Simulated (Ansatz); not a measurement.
LiF (Griceite):

```xyz
2
Lattice="0.0000 2.0140 2.0140 2.0140 0.0000 2.0140 2.0140 2.0140 0.0000" Properties=species:S:1:pos:R:3 pbc="T T T"
F     2.0140    2.0140    2.0140
Li    0.0000    0.0000    0.0000
```

Program: Ansatz 0.2.0. Alike in all runs: task single point; level HSE06 form with a typed share of exact exchange; potentials or basis Ansatz PAW; no spin polarisation; cell as given; k mesh 6 × 6 × 6; cutoff (eV) 420; smearing fermi-dirac 0.05 eV; the mesh is coarse, so values aren't converged.

Task: Order these runs on this cell by their band gap on the k mesh, lowest first.
A. screening (1/Å) 0.2; share of exact exchange 0.25
B. screening (1/Å) 0.2; share of exact exchange 0.2
C. screening (1/Å) 0.3; share of exact exchange 0.25
D. screening (1/Å) 0.2; share of exact exchange 0.5
E. screening (1/Å) 0.2; share of exact exchange 0.1

Result: E (10.01 eV), B (10.95 eV), C (11.11 eV), A (11.42 eV), D (13.82 eV).

Caveats: all runs use coarse meshes.
